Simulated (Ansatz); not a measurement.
## HgTe under changes of volume

One of the cells (28.929 Å³/atom); the others are scaled copies at fixed shape and fractional positions:

```
Hg Te
1.0
    -3.04560    3.04560    1.55941
     3.04560   -3.04560    1.55941
     3.04560    3.04560   -1.55941
Hg Te
1 1
Cartesian
  0.0000 3.0456 0.7797
  0.0000 0.0000 0.0000
```

Measurements of this composition are mostly on another form, of space group No. 216.

* Program: Ansatz 0.2.0
* Functional: LDA
* Potentials or basis: Ansatz PAW
* Cutoff: 420 eV (not typed: the program's choice for these potentials)
* k mesh: 10 × 10 × 10
* Occupations: fermi-dirac, width 0.05 eV
* Spin: no spin polarisation

```tsv
volume (Å³/atom)	energy over the lowest point (meV/atom)	pressure (GPa)
27.193	0.00	-2.4
27.772	10.44	-3.4
28.351	24.02	-4.2
28.929	?	?
29.508	59.00	-5.5
30.086	79.71	-6.0
30.665	102.18	-6.5
```

Problem. What does the run at 28.929 Å³/atom give?

Solution. Energy over the lowest point 40.33 meV/atom; pressure -4.9 GPa.

Worked out: A Birch-Murnaghan fit of order 3 (a polynomial in V^(-2/3)) to the other rows has no minimum within the range. It gives 40.32 meV/atom at 28.929 Å³/atom, against the run's 40.33, and -dE/dV = -4.9 GPa, against -4.9.

Energies are extrapolated to zero smearing.

Caveats: the PAW data sets come from PBE, with cores solved anew for the run's functional, which leaves a small shift of forces and pressure.
